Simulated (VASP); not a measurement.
A run of VASP 6.6.1 is set up as follows.

File INCAR:

```
SYSTEM = Hg
PREC     = Accurate       ! precision mode
ENCUT    = 520            ! plane-wave cutoff, eV
EDIFF    = 1E-6           ! SCF threshold, eV
ISMEAR   = -1             ! smearing method
SIGMA    = 0.05           ! smearing width, eV
LREAL    = .FALSE.        ! projectors in reciprocal space
LASPH    = .TRUE.         ! aspherical terms in the spheres
NELM     = 60             ! most SCF steps
ALGO     = Fast           ! electronic algorithm
ISIF     = 2              ! what is computed and relaxed
LWAVE    = .FALSE.        ! write WAVECAR
LCHARG   = .FALSE.        ! write CHGCAR
LDIPOL   = .TRUE.       
IDIPOL   = 3            
DIPOL    = 0.5 0.5 0.500
GGA      = RE             ! functional
IBRION   = 2              ! ionic algorithm
NSW      = 40             ! ionic steps
EDIFFG   = -0.02          ! ionic threshold
```

File KPOINTS:

```
regular mesh
0
G
  7 7 1
  0 0 0
```

Contents of POSCAR:

```
Hg
1.0
    3.6057960290      0.0000000000      0.0000000000
    1.7995193020      3.1246592269      0.0000000000
    0.0000000000      0.0000000000     23.4440744872
Hg
4
Selective dynamics
Direct
    0.3343437984      0.3343437984      0.3199102615  F F F
    0.6692523297      0.6692523297      0.4410345604  F F F
    0.3337790654      0.3337790654      0.5589654396  T T T
    0.6686875968      0.6686875968      0.6800897385  T T T
```

Potentials or basis: VASP PAW PBE potentials, release 64 (Hg).

The run is started by

```sh
$ cat potpaw_PBE.64/Hg/POTCAR > POTCAR
$ mpirun -np 1 vasp_std > vasp.out
```

Problem. Predict the energy gained by relaxing.

Solution. 12.7 meV/atom.

Problem. Predict the band gap on the k mesh.

Solution. 1.35 eV, indirect (least direct gap 2.17 eV).

The path:
| step | energy change (eV) | largest force (eV/Å) | pressure (GPa) |
| --- | --- | --- | --- |
| 1 | 0.0000 | 0.1111 | 0.64 |
| 2 | -0.0006 | 0.1088 | 0.63 |
| 3 | -0.0023 | 0.1101 | 0.63 |
| 4 | -0.0054 | 0.1094 | 0.62 |
| 5 | -0.0107 | 0.1081 | 0.60 |
| 6 | -0.0180 | 0.1064 | 0.58 |
| 7 | -0.0247 | 0.1082 | 0.56 |
| 8 | -0.0307 | 0.1058 | 0.54 |
| 9 | -0.0421 | 0.1107 | 0.50 |
| 10 | -0.0490 | 0.1195 | 0.49 |
| 11 | -0.0492 | 0.1198 | 0.49 |
| 12 | -0.0493 | 0.1207 | 0.49 |
| 13 | -0.0494 | 0.1217 | 0.49 |
| 14 | -0.0510 | 0.1221 | 0.49 |

Caveat: the PAW data sets were made with another functional, which shifts forces and pressure a little; spin-orbit coupling is left out, which moves the levels of the heavy elements.
